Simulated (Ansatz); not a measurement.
# KI (P6_3/mmc) under several functionals

Plane-wave DFT in Ansatz with scalar-relativistic PAW potentials. The same structure was relaxed (cell and atoms, symmetry kept) in separate runs at each level. This form isn't the usual stable structure of the compound. No spin polarisation.

**Question.** How do the levels LDA, PBE, PBE+D3(BJ), r2SCAN compare?

**Answer.**
| level | cutoff (eV) | k mesh | V (Å³/atom) | a (Å) | c (Å) | gap (eV) |
| --- | --- | --- | --- | --- | --- | --- |
| LDA | 420 | 6×6×4 | 39.732 | 4.702 | 8.301 | 3.75 |
| PBE+D3(BJ) | 420 | 6×6×4 | 43.070 | 4.826 | 8.541 | 3.92 |
| r2SCAN | 500 | 6×6×4 | 44.717 | 4.906 | 8.582 | 4.50 |
| PBE | 420 | 6×6×4 | 46.420 | 4.970 | 8.679 | 3.78 |

The usual order of volumes, LDA < PBE, holds here (39.732, 46.420 Å³/atom). As a rule LDA overbinds; PBE's gradient term for exchange weakens bonds. Adding D3 to PBE changes the volume by -7.2 %; the term is attractive, so it pulls cells in. In ionic crystals its C6 for cations, set by coordination number and not by charge, is often too large, so it can pull in too far. r2SCAN lies 3.7 % under PBE in volume. Each gap belongs to its own cell, so it mixes the functional's effect with that of the volume; gaps are the least found on the k mesh or on a band path.

Spin-orbit coupling is left out, which matters for the bands of heavy elements.